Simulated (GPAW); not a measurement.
The system is Ti.

```
CELL_PARAMETERS angstrom
-1.64100 1.64100 1.64100
1.64100 -1.64100 1.64100
1.64100 1.64100 -1.64100
ATOMIC_POSITIONS crystal
Ti 0.00000 0.00000 0.00000
```

This isn't the form of Ti at room conditions, which is hcp.

Base run:

| Item | Value |
| --- | --- |
| Program | GPAW 26.7.0 |
| Functional | revPBE |
| Potentials or basis | the program's PAW data sets (release 1.2.1) made for this functional |
| Cutoff | 600 eV |
| Basis | pw |
| k mesh | 11 × 11 × 11 |
| Occupations | fermi-dirac, width 0.05 eV |
| Spin | no spin polarisation |

Its results: pressure -0.7 GPa.

Task: After a change of settings the same cell gave: pressure 0.1 GPa. Which change was it?
A. functional from revPBE to LDA; band points from 60 to 80
B. functional from revPBE to RPBE
C. functional from revPBE to r2SCAN; potentials or basis from the program's PAW data sets (release 1.2.1) made for this functional to GPAW PAW data sets (gpaw-data 1.2.1)

Result: B.

Runs at the PBE level aren't shown here.
